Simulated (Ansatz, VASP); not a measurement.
One calculation of Sn3Se, two programs

```
Sn Se
1.0
     0.00000    3.73314    3.73314
     3.73314    0.00000    3.73314
     3.73314    3.73314    0.00000
Sn Se
3 1
Direct
  0.50000 0.50000 0.50000
  0.75000 0.75000 0.75000
  0.25000 0.25000 0.25000
  0.00000 0.00000 0.00000
```

The cell comes from a database or a generator and needn't be the stable form of this composition.

Alike in both runs: functional PBEsol; k mesh 6 × 6 × 6; occupations fermi-dirac, width 0.05 eV; no spin polarisation.

|  | VASP | Ansatz |
| --- | --- | --- |
| version | VASP 6.6.1 | Ansatz 0.2.0 |
| potentials or method | VASP PAW PBE potentials, release 64 (Sn_d, Se) | Ansatz PAW |
| plane-wave cutoff (eV) | 520 | 420 |
| valence electrons in the cell | 48 | 58 |
| task | single point | band structure |

|  | VASP | Ansatz | Ansatz less VASP |
| --- | --- | --- | --- |
| gap on the k mesh at the Fermi level (eV) | none | none | - |
| pressure (GPa) | -3.2 | -3.2 | +0.01 |

A gap of «none» marks a metal or a gap that the smearing closes. The two sets of potentials don't hold the same shells in valence.

Caveats: the PAW data sets were made with another functional, which shifts forces and pressure a little (VASP); spin-orbit coupling is left out, which moves the levels of the heavy elements (Ansatz); the PAW data sets come from PBE, with cores solved anew for the run's functional, which leaves a small shift of forces and pressure (Ansatz).
